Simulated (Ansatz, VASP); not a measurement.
**One calculation of Si, two programs**

```xyz
2
Lattice="2.8141 0.0000 0.0000 -1.4071 2.4371 0.0000 0.0000 0.0000 4.7428" Properties=species:S:1:pos:R:3 pbc="T T T"
Si    0.0000    1.6247    1.1857
Si    1.4071    0.8124    3.5571
```

Alike in both runs: task single point; functional revPBE; k mesh 15 × 15 × 8; occupations fermi-dirac, width 0.1 eV; no spin polarisation.

|  | VASP | Ansatz |
| --- | --- | --- |
| version | VASP 6.6.1 | Ansatz 0.2.0 |
| potentials or method | VASP PAW PBE potentials, release 64 (Si) | plane waves (420 eV) with PAW, scalar-relativistic |
| plane-wave cutoff (eV) | 520 | 420 |
| valence electrons in the cell | 8 | 8 |

|  | VASP | Ansatz | Ansatz less VASP |
| --- | --- | --- | --- |
| pressure (GPa) | -7.8 | -7.6 | +0.22 |
| largest component of the traceless stress (GPa) | 1.06 | 1.04 | -0.024 |

Caveats: the PAW data sets were made with another functional, which shifts forces and pressure a little (VASP).
